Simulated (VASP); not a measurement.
Crystal: Si.

```
CELL_PARAMETERS angstrom
0.00000 2.71850 2.71850
2.71850 0.00000 2.71850
2.71850 2.71850 0.00000
ATOMIC_POSITIONS crystal
Si 0.50000 0.50000 0.50000
Si 0.75000 0.75000 0.75000
```

```yaml
Program: VASP 6.6.1
Task: relaxation of cell and atoms
Functional: RPBE
Potentials_or_basis: VASP PAW PBE potentials, release 64 (Si)
Cutoff: 600 eV
k_mesh: 14 × 14 × 14
Occupations: gaussian, width 0.1 eV
Spin: no spin polarisation
```

At the start: pressure 3.0 GPa; volume 20.09 Å³/atom.

Problem. Where does the relaxation end?

Solution. Over 3 steps the energy falls by 6.2 meV/atom and the volume is 20.77 Å³/atom (+3.4 %); space group Fd-3m (No. 227, to 0.05 Å).

Step by step:
```
step  energy change (eV)  largest force (eV/Å)  pressure (GPa)  volume (Å³)
   1              0.0000                0.0000            3.04        40.18
   2             -0.0074                0.0000           -1.75        42.44
   3             -0.0125                0.0000            0.00        41.54
```

Final structure:
```
Si
1.0
     0.00000    2.74874    2.74874
     2.74874    0.00000    2.74874
     2.74874    2.74874    0.00000
Si
2
Direct
  0.50000 0.50000 0.50000
  0.75000 0.75000 0.75000
```

Caveat: the PAW data sets were made with another functional, which shifts forces and pressure a little.
